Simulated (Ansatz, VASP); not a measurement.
## BaZrO3 in VASP and in Ansatz

```
Ba Zr O
1.0
     4.19134    0.00000    0.00000
     0.00000    4.19134    0.00000
     0.00000    0.00000    4.19134
Ba Zr O
1 1 3
Cartesian
  0.0000 0.0000 0.0000
  2.0957 2.0957 2.0957
  0.0000 2.0957 2.0957
  2.0957 0.0000 2.0957
  2.0957 2.0957 0.0000
```

Alike in both runs: task single point; functional PBE; k mesh 5 × 5 × 5; no spin polarisation.

|  | VASP | Ansatz |
| --- | --- | --- |
| version | VASP 6.6.1 | Ansatz 0.2.0 |
| potentials or method | VASP PAW PBE potentials, release 64 (Ba_sv, Zr_sv, O) | plane waves, PAW |
| plane-wave cutoff (eV) | 520 | 420 |
| occupations | gaussian, width 0.01 eV | fixed |
| valence electrons in the cell | 40 | 40 |

|  | VASP | Ansatz | Ansatz less VASP |
| --- | --- | --- | --- |
| gap on the k mesh at the Fermi level (eV) | 3.29 | 3.34 | +0.052 |
| pressure (GPa) | 5.1 | 4.1 | -1.05 |

Ansatz warned: «stress_scf_threshold_loose».

Caveats: spin-orbit coupling is left out, which moves the levels of the heavy elements; an odd mesh through Γ misses points on the zone boundary, where band edges often lie. As with any semilocal functional, this PBE gap is likely too small.
